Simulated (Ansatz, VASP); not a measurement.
# Si in VASP and in Ansatz

The input INCAR:

```
SYSTEM = Si
ALGO = Normal
DIPOL = 0.5 0.5 0.413
EDIFF = 1E-6
ENCUT = 520
GGA = PE
IDIPOL = 3
ISIF = 2
ISMEAR = 0
IVDW = 12
LASPH = .TRUE.
LCHARG = .FALSE.
LDIPOL = .TRUE.
LREAL = .FALSE.
LWAVE = .FALSE.
NBANDS = 16
NELM = 100
PREC = Accurate
SIGMA = 0.1
```

KPOINTS

```
k-points
0
G
  9 9 1
  0 0 0
```

Contents of POSCAR:

```
Si
1.0
    3.8472023583      0.0000000000      0.0000000000
   -1.9236011791      3.3317749758      0.0000000000
    0.0000000000      0.0000000000     18.4446971457
Si
4
Direct
    0.3333333333      0.6666666667      0.2695814701
    0.6666666667      0.3333333333      0.2439725610
    0.8888888889      0.1111111111      0.5825358400
    1.2222222222     -0.2222222222      0.5569269309
```

Input for Ansatz:

```yaml
crystal:
  lattice:
    - [3.8472023583, 0.0, 0.0]
    - [-1.9236011791, 3.3317749758, 0.0]
    - [0.0, 0.0, 18.4446971457]
  atoms:
    - { symbol: Si, position: [0.3333333333, 0.6666666667, 0.2695814701] }
    - { symbol: Si, position: [0.6666666667, 0.3333333333, 0.243972561] }
    - { symbol: Si, position: [0.8888888889, 0.1111111111, 0.58253584] }
    - { symbol: Si, position: [1.2222222222, -0.2222222222, 0.5569269309] }
basis:
  ecutwfc: 420
kpoints:
  mp_grid: { grid: [9, 9, 1] }
hamiltonian:
  xc: pbe
  dispersion: d3bj
scf:
  occupations: { method: gaussian, width: 0.1 }
output:
  forces: true
  eigenvalues: true
efield:
  axis: 3
  dipole_correction: true
  ramp_width: 0.04
```

Alike in both runs: task single point; functional PBE; dispersion D3(BJ); k mesh 9 × 9 × 1; occupations gaussian, width 0.1 eV; no spin polarisation.

|  | VASP | Ansatz |
| --- | --- | --- |
| version | VASP 6.6.1 | Ansatz 0.2.0 |
| potentials or method | VASP PAW PBE potentials, release 64 (Si) | scalar-relativistic, plane waves, PAW |
| plane-wave cutoff (eV) | 520 | 420 |
| valence electrons in the cell | 16 | 16 |

```csv
,VASP,Ansatz,Ansatz less VASP
gap on the k mesh at the Fermi level (eV),0.02,0.02,0.000
least direct gap on the mesh (eV),0.02,0.02,0.000
rms of the force components (eV/Å),0.019,0.021,+0.0012
```

Atom by atom the forces differ by 0.004 eV/Å (rms over components).
